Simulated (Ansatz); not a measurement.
Runs of Ansatz 0.2.0 on TiTe2. Symmetry: P-3m1, No. 164, trigonal system. Conventional cell: a = 3.777 Å, b = 3.777 Å, c = 6.498 Å, α = 90.00°, β = 90.00°, γ = 120.00°. Te (site symmetry 3m) has 3 Ti at 2.77 Å as nearest neighbours. Around Ti (site symmetry -3m) lie 6 Te at 2.77 Å. 

```tsv
task	level	cutoff (eV)	points for each segment of the path	gap on the mesh (eV)	pressure (GPa)	largest force (eV/Å)
band structure	LDA	420	14	none	-4.1	0.35
band structure	r2SCAN	500	14	none	(c)	0.20
band structure	BLYP	420	14	none	(b)	0.03
band structure	RPBE	420	14	none	2.9	0.07
single point	PBE0	420	-	none	(a)	0.33
```

Alike in all rows: potentials or basis Ansatz PAW; no spin polarisation; cell as given; k mesh 5 × 5 × 3; smearing fermi-dirac 0.05 eV; the mesh is coarse, so values aren't converged.

**Question.** Estimate the missing entries.

**Answer.** (a) -0.5; (b) 5.2; (c) 1.0.

Caveats: all runs use coarse meshes; the PAW data sets come from PBE, with cores solved anew for the run's functional, which leaves a small shift of forces and pressure; spin-orbit coupling is left out, which moves the levels of the heavy elements (some runs); this functional lacks dispersion, which binds the layers, so the pressure and a relaxed spacing across them are unreliable (some runs); the thresholds are loose for stress (some runs).

A k mesh can miss the band edges, and the runs leave out spin-orbit coupling on Te.

A gap of «none» marks a metal or a gap under the smearing width.
